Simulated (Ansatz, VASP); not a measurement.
HfO2 in VASP and in Ansatz

```
CELL_PARAMETERS angstrom
0.00000 2.55750 2.55750
2.55750 0.00000 2.55750
2.55750 2.55750 0.00000
ATOMIC_POSITIONS crystal
Hf 0.00000 0.00000 0.00000
O 0.25000 0.25000 0.25000
O 0.75000 0.75000 0.75000
```

Measurements of this composition are mostly on another form, of space group No. 14.

Alike in both runs: task relaxation of cell and atoms; functional PBEsol; k mesh 6 × 6 × 6; occupations gaussian, width 0.1 eV; no spin polarisation.

|  | VASP | Ansatz |
| --- | --- | --- |
| version | VASP 6.6.1 | Ansatz 0.2.0 |
| potentials or method | VASP PAW PBE potentials, release 64 (Hf_pv, O) | scalar-relativistic, plane waves, PAW |
| plane-wave cutoff (eV) | 600 | 420 |
| valence electrons in the cell | 22 | 38 |

|  | VASP | Ansatz | Ansatz less VASP |
| --- | --- | --- | --- |
| gap on the k mesh at the Fermi level, each at its own relaxed structure (eV) | 3.75 | 3.68 | -0.065 |
| relaxed volume (Å³/atom) | 10.55 | 10.71 | +0.167 |
| relaxed cell length with the largest relative difference (Å) | 3.550 | 3.569 | +0.0187 |
| energy change over the relaxation (meV/atom) | -28 | -15 | +12.9 |

One of these differences is far larger than is usual between the two programs; its cause wasn't traced. The two sets of potentials don't hold the same shells in valence.

Caveats: the PAW data sets were made with another functional, which shifts forces and pressure a little (VASP); spin-orbit coupling is left out, which moves the levels of the heavy elements. A k mesh can miss the band edges. As with any semilocal functional, this PBEsol gap is likely too small.
